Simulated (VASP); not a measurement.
Runs of VASP 6.6.1 on As. It takes space group Cmce (No. 64, orthorhombic). The conventional cell has a = 3.650 Å, b = 11.000 Å, c = 4.470 Å, α = 90.00°, β = 90.00°, γ = 90.00°. Around As (site symmetry m) lie 3 As at 2.48 to 2.49 Å. This isn't the form of As at room conditions, which is rhombohedral.

```tsv
level	potentials or basis	gap on the mesh (eV)	pressure (GPa)	largest force (eV/Å)
TB-mBJ	VASP PAW PBE potentials, release 64 (As)	(a)	-	-
PBEsol	VASP PAW PBE potentials, release 64 (As)	-	0.2	0.11
LDA	VASP PAW LDA potentials, release 64 (As)	-	-1.4	0.14
r2SCAN	VASP PAW PBE potentials, release 64 (As)	0.18	(b)	0.35
```

Alike in all rows: task band structure; no spin polarisation; cell as given; k mesh 8 × 8 × 6; cutoff (eV) 520; smearing gaussian 0.02 eV.

Q: Estimate the missing entries.

A: (a) 0.16; (b) 1.5.

Caveats: the PAW data sets were made with another functional, which shifts forces and pressure a little (some runs).

A k mesh can miss the band edges, and the runs leave out spin-orbit coupling on As.
